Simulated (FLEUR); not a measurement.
The system is N.

```xyz
2
Lattice="2.5195 0.0000 0.0000 -1.2597 2.1819 0.0000 0.0000 0.0000 2.4460" Properties=species:S:1:pos:R:3 pbc="T T T"
N     0.0000    1.4546    1.8345
N     1.2597    0.7273    0.6115
```

The real solid is made of molecules; this cell is a model form.

```yaml
Program: FLEUR MaX-R8.1 (later development tree)
Task: single point
Functional: PBE
Potentials_or_basis: all-electron
Basis: FLAPW
Kmax: 4.35 1/bohr
k_mesh: 12 × 12 × 11
Occupations: fermi-dirac, width 0.05 eV
Spin: no spin polarisation
Gmax: 13.5 1/bohr
Muffin-tin_radii: N 1.61 bohr
lmax: N 8
Local_orbitals_a_species: N 3
Max_iterations: 60
Mixing_factor: 0.05
Mixer: Anderson
Mixer_history: 15
Density_convergence: 1e-05 me/bohr^3
```

On this cell: largest force under 0.003 eV/Å; band gap on the k mesh none (metal or under the smearing width).

The same run follows on a disturbed copy (atoms moved at random, drawn with an rms of 0.05 Å):

```
N
1.0
     2.51947    0.00000    0.00000
    -1.25974    2.18193    0.00000
     0.00000    0.00000    2.44600
N
2
Direct
  0.32898 0.66023 0.73606
  0.67162 0.33290 0.25859
```

Question: What changes?

Answer: The energy (extrapolated to zero smearing) moves by -30.8 meV/atom; largest force 2.184 eV/Å; band gap on the k mesh none (metal or under the smearing width).

Forces on the atoms (eV/Å):
```
N   -0.126 -0.086 -2.179
N    0.126  0.086  2.179
```

The energy falls, though the first cell shows no forces: that form is unstable against this distortion, unless noise or another electronic state is at work.
